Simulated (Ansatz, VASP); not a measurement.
# Na in VASP and in Ansatz

The input INCAR:

```
SYSTEM = Na
PREC = Accurate
ENCUT = 520
EDIFF = 1E-7
ISMEAR = 1
SIGMA = 0.1
LREAL = .FALSE.
LASPH = .TRUE.
NELM = 60
ALGO = Normal
ISIF = 2
LWAVE = .FALSE.
LCHARG = .FALSE.
GGA = PE
NBANDS = 10
```

The input KPOINTS:

```
regular mesh
0
G
  9 9 9
  0 0 0
```

The input POSCAR:

```
Na
1.0
    3.6834319712      0.0000000000      0.0000000000
   -1.2278106568      3.4727729666      0.0000000000
   -1.2278106568     -1.7363864827      3.0075096110
Na
1
Direct
    0.0000000000      0.0000000000      0.0000000000
```

Contents of input.yaml:

```yaml
crystal:
  lattice:
    - [3.6834319712, 0.0, 0.0]
    - [-1.2278106568, 3.4727729666, 0.0]
    - [-1.2278106568, -1.7363864827, 3.007509611]
  atoms:
    - { symbol: Na, position: [0.0, 0.0, 0.0] }
hamiltonian:
  xc: pbe
  pseudopotentials: { kind: paw }
kpoints:
  mp_grid: { grid: [9, 9, 9] }
scf:
  occupations: { method: methfessel_paxton, width: 0.1 }
output:
  forces: true
  stress: true
  eigenvalues: true
```

Alike in both runs: task single point; functional PBE; k mesh 9 × 9 × 9; occupations methfessel-paxton of order 1, width 0.1 eV; no spin polarisation.

|  | VASP | Ansatz |
| --- | --- | --- |
| version | VASP 6.6.1 | Ansatz 0.2.0 |
| potentials or method | VASP PAW PBE potentials, release 64 (Na_pv) | Ansatz PAW |
| plane-wave cutoff (eV) | 520 | 420 |
| valence electrons in the cell | 7 | 9 |

```tsv
	VASP	Ansatz	Ansatz less VASP
gap on the k mesh at the Fermi level (eV)	none	none	-
pressure (GPa)	-0.3	-0.3	+0.01
```

A gap of «none» marks a metal or a gap that the smearing closes. The two sets of potentials don't hold the same shells in valence.
